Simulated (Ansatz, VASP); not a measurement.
**AlN: VASP beside Ansatz**

INCAR

```
ALGO = Fast ; EDIFF = 1E-6
EDIFFG = -0.002 ; ENCUT = 600
GGA = PS ; IBRION = 2
ISIF = 3 ; ISMEAR = 0
LASPH = T ; LCHARG = F
LREAL = F ; LWAVE = F
NELM = 100 ; NSW = 100
PREC = Accurate ; SIGMA = 0.02
```

The input KPOINTS:

```
k-points
0
Gamma
  10 10 10
```

File POSCAR:

```
AlN
1.0
    0.0000000000      2.0345180000      2.0345180000
    2.0345180000      0.0000000000      2.0345180000
    2.0345180000      2.0345180000      0.0000000000
Al N
1 1
Direct
    0.5000000000      0.5000000000      0.5000000000
    0.0000000000      0.0000000000      0.0000000000
```

Input for Ansatz:

```yaml
crystal:
  lattice:
    - [0.0, 2.034518, 2.034518]
    - [2.034518, 0.0, 2.034518]
    - [2.034518, 2.034518, 0.0]
  atoms:
    - { symbol: Al, position: [0.5, 0.5, 0.5] }
    - { symbol: "N", position: [0.0, 0.0, 0.0] }
basis:
  ecutwfc: 420
kpoints:
  mp_grid: { grid: [10, 10, 10] }
hamiltonian:
  xc: pbesol
scf:
  occupations: { method: gaussian, width: 0.02 }
output:
  forces: true
  stress: true
  eigenvalues: true
relax:
  adjacent_minimum: "off"
  f_tol: 0.002
  max_steps: 80
  cell: { stress_tol: 0.02 }
```

Measurements of this composition are mostly on another form, of space group No. 186.

Alike in both runs: task relaxation of cell and atoms; functional PBEsol; k mesh 10 × 10 × 10; occupations gaussian, width 0.02 eV; no spin polarisation.

```csv
,VASP,Ansatz
version,VASP 6.6.1,Ansatz 0.2.0
potentials or method,"VASP PAW PBE potentials, release 64 (Al, N)","scalar-relativistic, plane waves, PAW"
plane-wave cutoff (eV),600,420
valence electrons in the cell,8,8
```

```tsv
	VASP	Ansatz	Ansatz less VASP
gap on the k mesh at the Fermi level, each at its own relaxed structure (eV)	4.55	4.55	-0.003
relaxed volume (Å³/atom)	8.27	8.27	+0.007
relaxed cell length with the largest relative difference (Å)	2.860	2.860	+0.0008
energy change over the relaxation (meV/atom)	-2	-2	+0.3
```

Caveats: the PAW data sets were made with another functional, which shifts forces and pressure a little (VASP). A k mesh can miss the band edges.
